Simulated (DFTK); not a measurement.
Runs of DFTK 0.8.2 on GaN. The structure is hexagonal, space group P6_3mc (No. 186). Conventional cell: a = 3.180 Å, b = 3.180 Å, c = 5.166 Å, α = 90.00°, β = 90.00°, γ = 120.00°. Ga (site symmetry 3m) has 4 N at 1.94 to 1.95 Å as nearest neighbours. Around N (site symmetry 3m) lie 4 Ga at 1.94 to 1.95 Å. 

```csv
level,potentials or basis,k mesh,cutoff (eV),gap on the mesh (eV),pressure (GPa),largest force (eV/Å)
LDA,SG15 1.2 (PBE),9 × 9 × 4,1225,(a),-2.7,0.12
PBEsol,SG15 1.2 (PBE),9 × 9 × 4,1225,1.90,2.2,0.13
PBE,dojo.nc.sr.pbe.v0_4_1.standard.upf (PBE),10 × 10 × 5,1143,2.01,7.5,0.14
PBEsol,dojo.nc.sr.pbesol.v0_4_1.standard.upf (PBEsol),10 × 10 × 5,1143,1.95,1.2,0.13
r2SCAN,SG15 1.2 (PBE),9 × 9 × 4,1225,2.12,(b),0.13
```

Alike in all rows: task single point; no spin polarisation; cell as given; smearing fermi-dirac 0.05 eV.

Task: Fill in the values left out.

Result: (a) 1.78; (b) -0.4.

Caveats: the potentials were made for another functional, which shifts forces and pressure (some runs).

A k mesh can miss the band edges, and the runs leave out spin-orbit coupling on Ga.
